VASP 6.6.1 calculations with the LDA functional and PAW potentials for zincblende MgS, in a fixed two-atom cell of 22.74 Å³ per atom. All rows use a 5×5×5 k mesh, Gaussian smearing of 0.05 eV and the precision setting PREC = Accurate. Pressure is positive in compression. All five runs converged, and their records carry no warnings and label the settings sound. The notes that accompany the data do warn of unsound settings, but that warning comes from the data makers' tests on other systems, not from these runs.

| wave cutoff | pressure (GPa) |
| --- | --- |
| 300 eV | -2.630 |
| 450 eV | -2.510 |
| 550 eV | -2.500 |
| 700 eV | -2.480 |
| 900 eV | -2.480 |

Zincblende MgS, with its atoms in the same places in every row, has a computed pressure of -2.63 GPa at a wave cutoff of 300 eV and -2.48 GPa at 900 eV. The wave cutoff is the highest kinetic energy of the plane waves from which the electron states are built, so raising it only refines the description. Pressure counts as positive in compression; a negative value means that the cell is stretched and would shrink if released. The coarse basis therefore adds a false inward pull of 0.15 GPa, about 6% of the pressure at 900 eV.

Little else in the 300 eV calculation gives this away. Its total energy lies only 2.4 meV per cell above that at 900 eV, and its band gap differs by about 1 meV. The material is the same insulator in both rows, so no change of electronic state lies behind the shift in pressure. Someone who judged the cutoff by energy or gap alone could easily accept 300 eV and carry the false pull into any cell relaxed by its stress.

The pull comes from the way in which stress is calculated. The program asks how the energy changes when the cell is strained while the set of plane waves stays the same. Stretching the cell lengthens every wave and so lowers its kinetic energy. The same set then reaches only to a lower cutoff and describes the electrons less well, which raises the energy. The stress formula cannot tell this loss of quality from a real resistance to stretching, and reports it as an inward pull, known as Pulay stress.

The argument can be put into a formula. Let $E$ be the energy of a cell of volume $V$, and $E_\mathrm{cut}$ the wave cutoff. For a fixed set of waves, $E_\mathrm{cut}$ varies as $V^{-2/3}$, and the chain rule applied to $P=-\mathrm{d}E/\mathrm{d}V$ gives

$$P_\text{fixed set}=P_\text{fixed cutoff}+\frac{2}{3V}\,\frac{\partial E}{\partial \ln E_\mathrm{cut}} .$$

The first term on the right is expected to change little with the cutoff, since cells of nearly equal volume share nearly the same basis error when they are described with the same cutoff. A better basis lowers the energy, so the last term is negative, and it fades as the energy stops responding to the cutoff. The pressures behave in this way: 80% of the error at 300 eV has gone at 450 eV, and the values at 700 and 900 eV agree to the digits printed. The formula also shows what makes the error large in other crystals, namely a small volume per atom and compact valence orbitals that need short waves.

It is tempting to take the size of the error from the computed energies as well. Between 300 and 450 eV they fall by 4.0 meV per cell for each unit of $\ln E_\mathrm{cut}$, and the cell of two atoms has a volume of $2\times22.74=45.48$ Å³. The last term is then $\tfrac{2}{3}\times(-0.0040\ \text{eV})/(45.48\ \text{Å}^3)$, or about -0.009 GPa after conversion. The pressure error is 16 times as large at 300 eV and still three times as large at 450 eV, as the printed output shows.

The likely reason is a correction built into the energies. The program works out how much kinetic energy each free atom gets wrong at the chosen cutoff, and corrects the total energy for it. Much of the basis error sits close to the nuclei and is nearly the same in the atom as in the crystal, so the corrected energy hardly moves with the cutoff. The formula, however, needs the slope of the uncorrected energy, and the stress appears to receive no such correction. That the correction accounts for the whole gap between estimate and pressure is an argument from theory; taking the atomic corrections back out of the energies and repeating the estimate would test it directly.

When a cell is relaxed by its stress, the stress has to be converged in its own right. If the cell were relaxed at 300 eV until the reported pressure vanished, the false pull would still be at work, and the cell would end up slightly too small. One remedy is to compute the energy at several volumes with the same cutoff and to find the minimum of the fitted curve, since the last term of the formula does not enter there. Another is to repeat the calculation at the same geometry with a higher cutoff and to watch the pressure itself. Here 450 eV leaves an error of 0.03 GPa relative to 900 eV, which is small enough for many purposes, whereas 300 eV leaves five times as much.

A pressure that no longer changes with the cutoff can still be wrong for other reasons. The remaining -2.48 GPa is the same at 700 and 900 eV, so a finer basis will not remove it. It says that this cell is larger than the calculation prefers, perhaps because the local density approximation tends to bind solids too tightly. The value belongs to this functional and this fixed cell, and its dependence on the k mesh was not tested. All five rows share the same mesh, whose error would sit in each of them and largely cancel from their differences. Those differences therefore deserve more trust than the final pressure.

The analysis program printed:

```
Differences from the 900 eV row:
     row  pressure (GPa)  energy (meV per cell)  gap (meV)
  300 eV           -0.15                  2.387       -0.9
  450 eV           -0.03                  0.764       -0.5
  550 eV           -0.02                  0.352       -0.1
  700 eV               0                    0.1          0
  900 eV               0                      0          0
Pressure error at 300 eV as a share of the 900 eV pressure (percent): 6.048
Part of the 300 eV pressure error removed by going to 450 eV (percent): 80
Pressure left at 900 eV divided by the pressure error at 300 eV (ratio): 16.53
Energy slope between 300 and 450 eV (meV per cell per unit of ln cutoff): -4.003
Pulay pressure estimated from the printed energies between 300 and 450 eV (GPa): -0.009401
Pressure error at 300 eV divided by this estimate (ratio): 15.96
Pressure error at 450 eV divided by this estimate (ratio): 3.191
```
